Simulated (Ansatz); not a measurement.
BP:

```
P B
1.0
     0.00000    2.26900    2.26900
     2.26900    0.00000    2.26900
     2.26900    2.26900    0.00000
P B
1 1
Cartesian
  3.4035 3.4035 3.4035
  0.0000 0.0000 0.0000
```

Base run:

```yaml
Program: Ansatz 0.2.0
Functional: r2SCAN
Potentials_or_basis: Ansatz PAW
Cutoff: "500 eV (not typed: the program's choice for these potentials)"
k_mesh: 10 × 10 × 10
Occupations: fermi-dirac, width 0.05 eV
Spin: no spin polarisation
```

Its results: band gap on the k mesh 1.42 eV, indirect (least direct gap 3.60 eV); pressure -0.2 GPa.

Problem. The run is repeated on the same cell with these changes: functional from r2SCAN to LDA; cutoff from 500 eV (not typed: the program's choice for these potentials) to 420 eV (not typed: the program's choice for these potentials). What comes out?

Solution. Band gap on the k mesh 1.19 eV, indirect (least direct gap 3.38 eV); pressure -5.2 GPa.

r2SCAN gives the wider gap, since meta-GGAs in the generalised Kohn-Sham scheme recover part of the derivative discontinuity.

Caveats: the PAW data sets come from PBE, with cores solved anew for the run's functional, which leaves a small shift of forces and pressure.
